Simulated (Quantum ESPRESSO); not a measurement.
The system is AgBr.

```
Ag Br
1.0
     0.00000    2.87015    2.87015
     2.87015    0.00000    2.87015
     2.87015    2.87015    0.00000
Ag Br
1 1
Direct
  0.00000 0.00000 0.00000
  0.50000 0.50000 0.50000
```

Base run:

```yaml
Program: Quantum ESPRESSO 7.5
Functional: LDA
Potentials_or_basis: PseudoDojo 0.4.1 SR LDA standard
Cutoff: 1170 eV
Density_cutoff: 4680 eV
k_mesh: 8 × 8 × 8
Occupations: fermi-dirac, width 0.05 eV
Spin: no spin polarisation
```

Its results: band gap on the k mesh 0.38 eV, indirect (least direct gap 2.31 eV); pressure -4.2 GPa.

The run is repeated on the same cell with these changes: functional from LDA to PBE; potentials or basis from PseudoDojo 0.4.1 SR LDA standard to PseudoDojo 0.4.1 SR PBE standard; cutoff from 1170 eV to 1116 eV; density cutoff from 4680 eV to 4463 eV. What comes out?

Band gap on the k mesh 0.67 eV, indirect (least direct gap 2.60 eV); pressure 2.2 GPa.
